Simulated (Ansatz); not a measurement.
**AlGa₃N₄: two-dimensional strain map**

Level of theory: Ansatz, DFT PBEsol, scalar-relativistic, plane waves, PAW. Settings: plane waves to 420 eV, k-mesh 6×6×6 (Γ-centred), Gaussian smearing 0.05 eV. No spin polarisation. Energies are free energies at this smearing, counted from the undisturbed cell; pressure is positive in compression.

The starting cell (relaxed at this level; it needn't be the usual structure):

```
Al Ga N
1.0
     4.46763    0.00000    0.00000
     0.00000    4.46763    0.00000
     0.00000    0.00000    4.46763
Al Ga N
1 3 4
Direct
  0.00000 0.00000 0.00000
  0.50000 0.50000 0.00000
  0.50000 0.00000 0.50000
  0.00000 0.50000 0.50000
  0.75503 0.75503 0.24497
  0.75503 0.24497 0.75503
  0.24497 0.75503 0.75503
  0.24497 0.24497 0.24497
```

The cell is strained by p along both x and y and by q along z, fractional coordinates fixed. Points are written (p, q).

Energy above the undisturbed cell in meV/atom (a dash: not computed):

```
 p \ q  -0.050  -0.025  0.000  0.025  0.050
-0.050   176.9   121.4   82.5   59.4   51.7
-0.025    76.1    40.7   19.5   12.2   18.0
 0.000    24.5     6.1    0.0    6.0   23.4
 0.025    14.7    10.8   17.6   34.7   61.7
 0.050    40.7    49.0   66.4   92.8  127.9
```

Pressure in GPa:

```csv
p \ q,-0.050,-0.025,0.000,0.025,0.050
-0.050,40.7,32.0,24.1,17.0,10.7
-0.025,24.1,17.1,10.7,5.0,0.0
0.000,10.7,5.1,0.0,-4.5,-8.6
0.025,-0.1,-4.6,-8.6,-12.1,-15.3
0.050,-8.7,-12.2,-15.3,-18.0,-20.5
```

Gap on the k-mesh in eV:

| p \ q | -0.050 | -0.025 | 0.000 | 0.025 | 0.050 |
| --- | --- | --- | --- | --- | --- |
| -0.050 | 3.37 | 3.14 | 2.91 | 2.68 | 2.44 |
| -0.025 | 2.93 | 2.82 | 2.60 | 2.38 | 2.15 |
| 0.000 | 2.50 | 2.39 | 2.29 | 2.08 | 1.87 |
| 0.025 | 2.09 | 1.98 | 1.88 | 1.79 | 1.59 |
| 0.050 | 1.70 | 1.59 | 1.49 | 1.40 | 1.31 |